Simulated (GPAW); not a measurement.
The system is ZrB2.

```
CELL_PARAMETERS angstrom
3.17000 0.00000 0.00000
-1.58500 2.74530 0.00000
0.00000 0.00000 3.53300
ATOMIC_POSITIONS crystal
Zr 0.00000 0.00000 0.00000
B 0.66667 0.33333 0.50000
B 0.33333 0.66667 0.50000
```

- Program: GPAW 26.7.0
- Task: relaxation of cell and atoms
- Functional: PBEsol
- Potentials or basis: PAW data sets generated in the run's folder for this functional
- Cutoff: 800 eV
- Basis: pw
- k mesh: 7 × 7 × 6
- Occupations: fermi-dirac, width 0.05 eV
- Spin: no spin polarisation

At the start: pressure -4.8 GPa; volume 10.25 Å³/atom.

How do energy, volume and symmetry change on relaxing?

Over 5 steps the energy falls by 3.0 meV/atom and the volume is 10.05 Å³/atom (-2.0 %); space group P6/mmm (No. 191, to 0.05 Å).

Step by step:
```tsv
step	energy change (eV)	largest force (eV/Å)	pressure (GPa)	volume (Å³)
1	0.0000	0.0000	-4.83	30.75
2	-0.0036	0.0000	-3.80	30.61
3	-0.0089	0.0000	0.13	30.12
4	-0.0089	0.0000	0.06	30.13
5	-0.0091	0.0000	-0.12	30.14
```

Final structure:
```
Zr B
1.0
     3.15352    0.00000    0.00000
    -1.57676    2.73103    0.00000
     0.00000    0.00000    3.50011
Zr B
1 2
Direct
  0.00000 0.00000 0.00000
  0.66667 0.33333 0.50000
  0.33333 0.66667 0.50000
```

Caveat: later steps reuse the first step's grids.
